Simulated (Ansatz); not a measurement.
# C (Fd-3m) in Ansatz: settings compared

Aim: see how the results for C move with the level of theory and the settings. Levels: PBE, HSE03, B3LYP+D3(BJ)-ATM, LDA. Tasks: electron localisation function, atomic charges, single point.

Program: Ansatz 0.2.0. These are calculated values, not measurements. Logs are shortened: lines on timing, memory, paths and dates and some standing lists are left out, and cuts for length are marked.

## 1. The crystal as given

Symmetry: Fd-3m, No. 227, cubic system. Conventional cell: a = 3.567 Å, b = 3.567 Å, c = 3.567 Å, α = 90.00°, β = 90.00°, γ = 90.00°. Around C (site symmetry -43m) lie 4 C at 1.54 Å.

This isn't the form of C at room conditions, which is graphite.

## 2. Electron localisation function, PBE

Contents of input.yaml:

```yaml
crystal:
  lattice:
    - [0.0, 1.78337, 1.78337]
    - [1.78337, 0.0, 1.78337]
    - [1.78337, 1.78337, 0.0]
  atoms:
    - { symbol: C, position: [0.75, 0.75, 0.75] }
    - { symbol: C, position: [0.5, 0.5, 0.5] }
hamiltonian:
  xc: pbe
  pseudopotentials: { kind: paw, accuracy: stringent }
kpoints:
  mp_grid: { grid: [13, 13, 13] }
scf:
  occupations: { method: fermi_dirac, width: 0.01 }
output:
  forces: true
  stress: true
  eigenvalues: true
  write_density: true
  write_potential: true
  elf: true
  volumetric_format: npy
```

Potentials or basis: SSSP precision PAW.

Launch:

```sh
ansatz run input.yaml --threads 1 --pin off --max-ram 2560MiB --backend cpu --events-out ev --progress --plain --runs-dir out
```

The log of the run:

```text
Warning: The stringent table, which hamiltonian.pseudopotentials names, holds the potential of the library's standard table for C (one content_sha256, or a second file that the publisher made of the same generator input, which states another). The run takes no other species from the library, so that hamiltonian.pseudopotentials.accuracy: standard would change no potential of it. The deck needs no change, but a comparison with a run at hamiltonian.pseudopotentials.accuracy: standard does not test the potential of C. With hamiltonian.pseudopotentials.accuracy and source left out a run reads another potential of C, from this project's own files. To test it, run on another potential, such as that of hamiltonian.pseudopotentials: {kind: paw}
Warning: RAYON_NUM_THREADS=1 ignored (pool sized by the plan → 1); use --threads N
Engine: ansatz 0.2.0, aarch64-unknown-linux-gnu
Pseudopotentials: kind: paw
Pseudopotential: C, paw, valence charge 4, recommended cutoff 612.256191 eV (normal), C.paw.azcp
Functional definition: PBE
  parameter kappa = 0.804
  parameter beta = 0.06672455060314922
  exchange = pbe_x(kappa = kappa, mu = beta*pi^2/3)
  correlation = pbe_c(beta = beta)
Crystal: 2 atoms, lattice volume = 11.344 Å³
Basis set: ecut = 612.256191 eV, 387 PW (Γ), exchange–correlation on 72×72×72 points (8 copies of the dense FFT grid, shifted against one another)
Bands: 8, of which v1, the nominal top of the filled ones, is band 4 counted from 1 (3 counted from 0)
Symmetry: 48 space group operations
Space group: Fd-3m (ITA 227), of the structure as read, at distance tolerance 2.2e-5 Å
k-points: 84 of 2197
Non-local potential: C, projectors of the file, l = 0: 2, l = 1: 2
PAW form: compensated (Kresse and Joubert's): semilocal exchange-correlation on the pseudo side sees the compensation charge
PAW one-centre angular grid: C, 110 points (default); XC on 64 Gauss nodes
Initial density: superposition of atomic densities (chi_scale 0.1, normalization cell)
Initial wavefunctions: pseudopotential atomic-orbital guess
Functional: x = pbe(κ = 0.804, μ = 0.2195149727645171), c = pbe(β = 0.06672455060314922)
SCF iter   1: F=—  HF=-502.209292 eV  |F-HF|=—  |Δ(HF+E_count)|=         —  Δρ=1.42e-1  dr2=1.60e0  ethr=3.10e-3  ⟨swp⟩=5.8  Hψ=5244  notcnv=0
preconditioner: auto → none  [insulator: Δε(μ)=4.859 eV  Ē_g=19.626 eV  σ=0.010 eV  W_gap=1.00  n_scr=0 (ndim 8)  ℏωp=31.2 eV  f_vac=0.000  D(μ)=0.00/eV (n_scr^D=0)  ε∞_Penn≈3.5]
SCF iter   2: F=—  HF=-501.682102 eV  |F-HF|=—  |Δ(HF+E_count)|=   5.27e-1  Δρ=6.07e-2  dr2=2.81e-1  ethr=3.10e-3  ⟨swp⟩=3.0  Hψ=1978  notcnv=0
SCF iter   3: F=—  HF=-501.591918 eV  |F-HF|=—  |Δ(HF+E_count)|=   9.02e-2  Δρ=3.77e-3  dr2=5.83e-4  ethr=3.10e-3  ⟨swp⟩=3.9  Hψ=1502  notcnv=0
SCF iter   4: F=—  HF=-501.592274 eV  |F-HF|=—  |Δ(HF+E_count)|=   3.55e-4  Δρ=3.37e-4  dr2=5.27e-6  ethr=7.29e-6  ⟨swp⟩=3.3  Hψ=1543  notcnv=0
SCF iter   5: F=—  HF=-501.592276 eV  |F-HF|=—  |Δ(HF+E_count)|=   2.49e-6  Δρ=1.53e-5  dr2=6.91e-9  ethr=6.58e-8  ⟨swp⟩=2.5  Hψ=981  notcnv=0
SCF iter   6: F=-501.592276 eV  HF=-501.592276 eV  |F-HF|=7.62e-12  |Δ(HF+E_count)|=   1.86e-8  Δρ=1.47e-6  dr2=7.45e-11  ethr=8.64e-11  ⟨swp⟩=7.0  Hψ=4690  notcnv=0
SCF 1 converged in 6 iterations: F = -501.592276 eV  dr2 = 7.45e-11
SCF converged after 6 iterations
Free energy (F): -501.592276 eV
Harris-Foulkes:  -501.592276 eV  (|F-HF|=7.62e-12)
Internal energy: -501.592276 eV  (E = F + TS)
E sigma→0 (E₀):  -501.592276 eV
Fermi energy:    15.426884 eV
--- Per-component energies (eV) ---
  E_band       = 34.995185
  E_kinetic    = 202.610821
  E_local      = -130.887414  (includes V_loc(G=0)·N_el)
  E_nonlocal   = 43.501969
  E_hartree    = 26.398379
  E_xc         = -127.567459
  E_vxc        = -129.134654  (∫ρ·V_xc dr)
  E_paw        = -167.687165  (= ΣΔE_a)
  E_vpaw       = -3.892210  (= ΣTr[D̂ρ^β])
  E_aug_tail   = -0.000044  (compensation charges beyond the density's cutoff)
  E_ewald      = -347.961363
  E_smearing   = -0.000000  (= −TS)
  E_closure    = -0.000000  (closes the sum)
  Σ components = -501.592276   (vs F -501.592276, Δ=0.00e0)
--- Forces (eV/Å), atoms counted from 1 ---
  atom   1  C      0.00000000    -0.00000000    -0.00000000
  atom   2  C      0.00000000    -0.00000000     0.00000000
  max |Σ_I F_I| component: 3.33e-16 eV/Å
--- Stress (GPa, compression-positive) ---
        2.263470      -0.000000       0.000000
       -0.000000       2.263470      -0.000000
        0.000000       0.000000       2.263470
  P = ⅓ Tr σ = 2.2635 GPa (22.635 kbar)
--- Band table (eV; the first three rows and the last of 84) ---
  k-point 0: bands = ["-8.1282", "13.3513", "13.3513", "13.3513", "18.9545", "18.9545", "18.9545", "26.6816"]
  k-point 1: bands = ["-7.9642", "12.2863", "13.0726", "13.0726", "19.3194", "19.3194", "19.5824", "26.8223"]
  k-point 2: bands = ["-7.4744", "10.0176", "12.4436", "12.4436", "20.1465", "20.1465", "20.6069", "27.2308"]
  k-point 83: bands = ["0.5695", "2.0192", "4.7013", "5.6809", "23.5623", "23.6450", "25.4496", "26.7498"]
```

Run time: 1.2 s. Hardware: 1 thread of Arm Neoverse V2, shared host; peak memory 0.28 GiB.

Results:

| Item | Value |
| --- | --- |
| Free energy | -501.5923 eV |
| Pressure | 2.3 GPa |
| Band gap on the k mesh | 4.16 eV, indirect (least direct gap 5.60 eV) |

Levels at points of the mesh, in eV from the valence-band top:
```
           k point  band 2  band 3  band 4  band 5  band 6  band 7
(0.00, 0.00, 0.00)    0.00    0.00    0.00    5.60    5.60    5.60
```

Caveat: odd divisions of the mesh miss points on the zone boundary, where band edges often lie, so the gap on the mesh can be too wide.

## 3. Atomic charges, HSE03

Contents of input.yaml:

```yaml
crystal:
  lattice:
    - [0.0, 1.78337, 1.78337]
    - [1.78337, 0.0, 1.78337]
    - [1.78337, 1.78337, 0.0]
  atoms:
    - { symbol: C, position: [0.75, 0.75, 0.75] }
    - { symbol: C, position: [0.5, 0.5, 0.5] }
hamiltonian:
  xc: { exchange: pbe, correlation: pbe, exx: { coeff: 0.25, omega: 0.3 } }
  pseudopotentials: { kind: paw, accuracy: stringent }
kpoints:
  mp_grid: { grid: [10, 10, 10] }
scf:
  occupations: { method: gaussian, width: 0.15 }
output:
  forces: true
  stress: true
  eigenvalues: true
  bader: true
  populations: true
```

Potentials or basis: SSSP precision PAW.

Launch:

```sh
ansatz run input.yaml --threads 1 --pin off --max-ram 2560MiB --backend cpu --events-out ev --progress --plain --runs-dir out
```

Wall time 38 s (1 thread of Arm Neoverse V2, shared host); peak memory 1.3 GiB.

It converged, with:

```yaml
Free_energy: -501.6873 eV
Pressure: -6.9 GPa
Band_gap_on_the_k_mesh: 5.09 eV, indirect (least direct gap 6.76 eV)
```

Levels at points of the mesh, in eV from the valence-band top:
| k point | band 1 | band 2 | band 3 | band 4 | band 5 | band 6 | band 7 | band 8 |
| --- | --- | --- | --- | --- | --- | --- | --- | --- |
| (0.00, 0.00, 0.00) | -23.45 | 0.00 | 0.00 | 0.00 | 6.76 | 6.76 | 6.76 | 14.99 |
| (0.00, 0.00, -0.50) | -17.24 | -14.53 | -3.04 | -3.04 | 9.78 | 9.78 | 10.09 | 17.35 |
| (0.00, -0.50, -0.50) | -14.00 | -14.00 | -6.83 | -6.83 | 5.69 | 5.69 | 18.93 | 18.93 |

Caveat: this version of the program is known to err on some quantities of such runs, which are left out of the summary and shouldn't be taken from the log; the thresholds are loose for stress. A k mesh can miss the band edges.

## 4. Atomic charges, B3LYP+D3(BJ)-ATM

Contents of input.yaml:

```yaml
crystal:
  lattice:
    - [0.0, 1.78337, 1.78337]
    - [1.78337, 0.0, 1.78337]
    - [1.78337, 1.78337, 0.0]
  atoms:
    - { symbol: C, position: [0.75, 0.75, 0.75] }
    - { symbol: C, position: [0.5, 0.5, 0.5] }
hamiltonian:
  xc: b3lyp
  pseudopotentials: { kind: paw, xc_functional: lda, accuracy: standard }
  dispersion: d3bjatm
kpoints:
  mp_grid: { grid: [8, 8, 8] }
scf:
  occupations: { method: fixed }
output:
  forces: true
  stress: true
  eigenvalues: true
  bader: true
  populations: intrinsic
```

Potentials or basis: JTH PAW LDA.

Launch:

```sh
ansatz run input.yaml --threads 1 --pin off --max-ram 2560MiB --backend cpu --events-out ev --progress --plain --runs-dir out
```

Run time: 26 s. Hardware: 1 thread of Arm Neoverse V2, shared host; peak memory 0.8 GiB.

The run converged. Its results:

```yaml
Free_energy: -503.2449 eV
Pressure: -7.9 GPa
Band_gap_on_the_k_mesh: 5.97 eV, indirect (least direct gap 7.42 eV)
```

Levels at points of the mesh, in eV from the valence-band top:
```csv
k point,band 1,band 2,band 3,band 4,band 5,band 6,band 7,band 8
"(0.00, 0.00, 0.00)",-22.88,0.00,0.00,0.00,7.42,7.42,7.42,15.60
"(0.00, 0.00, -0.50)",-16.83,-14.14,-2.98,-2.98,10.50,10.50,10.84,18.12
"(0.00, -0.50, -0.50)",-13.65,-13.65,-6.66,-6.66,6.66,6.66,19.28,19.28
```

Caveat: this version of the program is known to err on some quantities of such runs, which are left out of the summary and shouldn't be taken from the log; the thresholds are loose for stress.

## 5. Single point, LDA (volume scaled by 0.88)

Contents of input.yaml:

```yaml
crystal:
  lattice: { a: 3.41794977, b: 3.41794977, c: 3.41794977, alpha: 90.0, beta: 90.0, gamma: 90.0 }
  space_group: 227
  setting: { origin_choice: 1 }
  reduce_to_primitive: true
  atoms:
    - { symbol: C, wyckoff: "8a", position: [0.25, 0.25, 0.25] }
hamiltonian:
  xc: lda
  pseudopotentials: { kind: paw, accuracy: stringent, xc_functional: pbe }
kpoints:
  mp_grid: { grid: [13, 13, 13] }
scf:
  occupations: { method: fermi_dirac, width: 0.05 }
output:
  forces: true
  stress: true
  eigenvalues: true
  write_density: true
  write_potential: true
  elf: true
  volumetric_format: npy
```

Potentials or basis: SSSP precision PAW.

Launch:

```sh
ansatz run input.yaml --threads 1 --pin off --max-ram 2560MiB --backend cpu --events-out ev --progress --plain --runs-dir out
```

The log of the run:

```text
Warning: The stringent table, which hamiltonian.pseudopotentials names, holds the potential of the library's standard table for C (one content_sha256, or a second file that the publisher made of the same generator input, which states another). The run takes no other species from the library, so that hamiltonian.pseudopotentials.accuracy: standard would change no potential of it. The deck needs no change, but a comparison with a run at hamiltonian.pseudopotentials.accuracy: standard does not test the potential of C. With hamiltonian.pseudopotentials.accuracy and source left out a run reads another potential of C, from this project's own files. To test it, run on another potential, such as that of hamiltonian.pseudopotentials: {kind: paw}
Warning: RAYON_NUM_THREADS=1 ignored (pool sized by the plan → 1); use --threads N
crystal.space_group: 227 is read as Fd-3m (origin choice 1): the typed cell holds C8 (C 8a). Least distances (Å): C–C 1.480
crystal.space_group generates its sites in this order, which a site index counts, at these fractional coordinates of the primitive cell where crystal.reduce_to_primitive is true, and else of the cell that is read (crystal.supercell repeats the list replica by replica, and crystal.defects acts on that): 0: C [0.250000, 0.250000, 0.250000]; 1: C [1.000000, 1.000000, 1.000000];
Engine: ansatz 0.2.0, aarch64-unknown-linux-gnu
Pseudopotentials: kind: paw
Pseudopotential: C, paw, valence charge 4, recommended cutoff 612.256191 eV (normal), C.paw.azcp
Functional definition: SPW92
  exchange = slater_x
  correlation = pw_c
Crystal: 2 atoms, lattice volume = 9.982 Å³
Basis set: ecut = 612.256191 eV, 331 PW (Γ)
Bands: 8, of which v1, the nominal top of the filled ones, is band 4 counted from 1 (3 counted from 0)
Symmetry: 48 space group operations
Space group: Fd-3m (ITA 227), of the structure as read, at distance tolerance 2.2e-5 Å
k-points: 84 of 2197
Non-local potential: C, projectors of the file, l = 0: 2, l = 1: 2
PAW form: compensated (Kresse and Joubert's): semilocal exchange-correlation on the pseudo side sees the compensation charge
PAW frozen core: C, regenerated for the run's functional, and the local potential with it (the file was generated under x = pbe(κ = 0.804, μ = 0.2195149727645171), c = pbe(β = 0.06672455060314922))
PAW one-centre angular grid: C, 110 points (default); XC on 64 Gauss nodes
Initial density: superposition of atomic densities (chi_scale 0.1, normalization cell)
Initial wavefunctions: pseudopotential atomic-orbital guess
Functional: x = slater, c = lda
SCF iter   1: F=—  HF=-486.803505 eV  |F-HF|=—  |Δ(HF+E_count)|=         —  Δρ=1.78e-1  dr2=2.18e0  ethr=3.10e-3  ⟨swp⟩=5.9  Hψ=5223  notcnv=0
preconditioner: auto → none  [insulator: Δε(μ)=5.475 eV  Ē_g=21.531 eV  σ=0.050 eV  W_gap=1.00  n_scr=0 (ndim 8)  ℏωp=33.2 eV  f_vac=0.000  D(μ)=0.00/eV (n_scr^D=0)  ε∞_Penn≈3.4]
SCF iter   2: F=—  HF=-485.895491 eV  |F-HF|=—  |Δ(HF+E_count)|=   9.08e-1  Δρ=6.52e-2  dr2=2.66e-1  ethr=3.10e-3  ⟨swp⟩=3.0  Hψ=2071  notcnv=0
SCF iter   3: F=—  HF=-485.781805 eV  |F-HF|=—  |Δ(HF+E_count)|=   1.14e-1  Δρ=6.35e-3  dr2=1.03e-3  ethr=3.10e-3  ⟨swp⟩=3.7  Hψ=1537  notcnv=0
SCF iter   4: F=—  HF=-485.781684 eV  |F-HF|=—  |Δ(HF+E_count)|=   1.20e-4  Δρ=2.18e-4  dr2=1.38e-6  ethr=1.29e-5  ⟨swp⟩=2.3  Hψ=957  notcnv=0
SCF iter   5: F=—  HF=-485.781687 eV  |F-HF|=—  |Δ(HF+E_count)|=   2.38e-6  Δρ=3.86e-5  dr2=3.02e-8  ethr=1.25e-9  ⟨swp⟩=13.0  Hψ=5822  notcnv=0
SCF iter   6: F=-485.781687 eV  HF=-485.781687 eV  |F-HF|=1.23e-10  |Δ(HF+E_count)|=   5.73e-9  Δρ=2.31e-6  dr2=2.33e-10  ethr=3.77e-10  ⟨swp⟩=6.0  Hψ=3256  notcnv=0
SCF 1 converged in 6 iterations: F = -485.781687 eV  dr2 = 2.33e-10
SCF converged after 6 iterations
Free energy (F): -485.781687 eV
Harris-Foulkes:  -485.781687 eV  (|F-HF|=1.23e-10)
Internal energy: -485.781687 eV  (E = F + TS)
E sigma→0 (E₀):  -485.781687 eV
Fermi energy:    17.717021 eV
--- Per-component energies (eV) ---
  E_band       = 46.306839
  E_kinetic    = 213.515115
  E_local      = -123.244425  (includes V_loc(G=0)·N_el)
  E_nonlocal   = 45.242472
  E_hartree    = 24.485582
  E_xc         = -129.017535
  E_vxc        = -133.939100  (∫ρ·V_xc dr)
  E_paw        = -153.779707  (= ΣΔE_a)
  E_vpaw       = -4.238214  (= ΣTr[D̂ρ^β])
  E_aug_tail   = -0.000051  (compensation charges beyond the density's cutoff)
  E_ewald      = -363.108822
  E_core_change = 0.125683  (= ΣΔE_core)
  E_smearing   = -0.000000  (= −TS)
  E_closure    = 0.000000  (closes the sum)
  Σ components = -485.781687   (vs F -485.781687, Δ=0.00e0)
--- Forces (eV/Å), atoms counted from 1 ---
  atom   1  C     -0.00000000     0.00000000     0.00000000
  atom   2  C      0.00000000    -0.00000000    -0.00000000
  max |Σ_I F_I| component: 8.56e-17 eV/Å
--- Stress (GPa, compression-positive) ---
       55.889746       0.000000       0.000000
        0.000000      55.889746       0.000000
        0.000000       0.000000      55.889746
  P = ⅓ Tr σ = 55.8897 GPa (558.897 kbar)
--- Band table (eV; the first three rows and the last of 84) ---
  k-point 0: bands = ["-7.5933", "15.5193", "15.5193", "15.5193", "21.4312", "21.4312", "21.4312", "32.0810"]
  k-point 1: bands = ["-7.4153", "14.3454", "15.1984", "15.1984", "21.8494", "21.8494", "22.2029", "32.0942"]
  k-point 2: bands = ["-6.8824", "11.8758", "14.4847", "14.4847", "22.7816", "22.7816", "23.5395", "32.1291"]
  k-point 83: bands = ["2.0964", "3.6719", "5.6778", "6.7512", "26.0616", "26.4560", "29.3814", "30.5199"]
```

rho_z.tsv:

```text
# z_ang	rho[e/angstrom^3]
# format = ansatz-planar-average/11
# lattice	0.000000000	1.708974885	1.708974885
# lattice	1.708974885	0.000000000	1.708974885
# lattice	1.708974885	1.708974885	0.000000000
# sites	2
# site	6	0.854487442	0.854487442	0.854487442
# site	6	3.417949770	3.417949770	3.417949770
0.000000	1.044291e0
0.075527	1.115759e0
0.151053	1.176772e0
0.226580	1.218179e0
0.302107	1.232887e0
0.377634	1.218179e0
[... 24 lines left out ...]
2.265802	8.985767e-1
2.341329	9.704933e-1
```

It took 1 s on 1 thread of Arm Neoverse V2, shared host; peak memory 0.25 GiB.

Results:

```yaml
Free_energy: -485.7817 eV
Pressure: 55.9 GPa
Band_gap_on_the_k_mesh: 4.44 eV, indirect (least direct gap 5.91 eV)
```

Caveat: odd divisions of the mesh miss points on the zone boundary, where band edges often lie, so the gap on the mesh can be too wide. A k mesh can miss the band edges.

## 6. Electron localisation function, PBE

Contents of input.yaml:

```yaml
crystal:
  lattice: { a: 3.56674, b: 3.56674, c: 3.56674, alpha: 90.0, beta: 90.0, gamma: 90.0 }
  space_group: 227
  setting: { origin_choice: 1 }
  reduce_to_primitive: true
  atoms:
    - { symbol: C, wyckoff: "8a", position: [0.25, 0.25, 0.25] }
hamiltonian:
  xc: pbe
  pseudopotentials: { kind: paw, accuracy: stringent }
kpoints:
  mp_grid: { grid: [13, 13, 13] }
scf:
  occupations: { method: fermi_dirac, width: 0.01 }
output:
  forces: true
  stress: true
  eigenvalues: true
  write_density: true
  write_potential: true
  elf: true
  volumetric_format: npy
```

Potentials or basis: SSSP precision PAW.

Launch:

```sh
ansatz run input.yaml --threads 1 --pin off --max-ram 2560MiB --backend cpu --events-out ev --progress --plain --runs-dir out
```

Run time: 1.2 s. Hardware: 1 thread of Arm Neoverse V2, shared host; peak memory 0.28 GiB.

The run converged. Its results:

```
Free energy            : -501.5923 eV
Pressure               : 2.3 GPa
Band gap on the k mesh : 4.16 eV, indirect (least direct gap 5.60 eV)
```

Levels at points of the mesh, in eV from the valence-band top:
```csv
k point,band 1,band 2,band 3,band 4,band 5,band 6,band 7,band 8
"(0.00, 0.00, 0.00)",-21.48,0.00,0.00,0.00,5.60,5.60,5.60,13.33
```

Caveat: odd divisions of the mesh miss points on the zone boundary, where band edges often lie, so the gap on the mesh can be too wide.

## 7. Overview

```csv
task,level,potentials or basis,cell,k mesh,cutoff (eV),smearing,other keys,gap on the mesh (eV),pressure (GPa)
electron localisation function,PBE,SSSP precision PAW,as given,13 × 13 × 13,612,fermi-dirac 0.01 eV,-,4.16,2.3
atomic charges,HSE03,SSSP precision PAW,as given,10 × 10 × 10,612,gaussian 0.15 eV,kpoints.mp_grid.grid = 10 × 10 × 10,5.09,-6.9
atomic charges,B3LYP+D3(BJ)-ATM,JTH PAW LDA,as given,8 × 8 × 8,780,fixed,-,5.97,-7.9
single point,LDA,SSSP precision PAW,volume scaled by 0.88,13 × 13 × 13,612,fermi-dirac 0.05 eV,-,4.44,55.9
```

Alike in all rows: no spin polarisation.

Caveats: odd divisions of the mesh miss points on the zone boundary, where band edges often lie, so the gap on the mesh can be too wide (some runs); the thresholds are loose for stress (some runs).

Absolute energies hang on the potentials; compare differences alone.
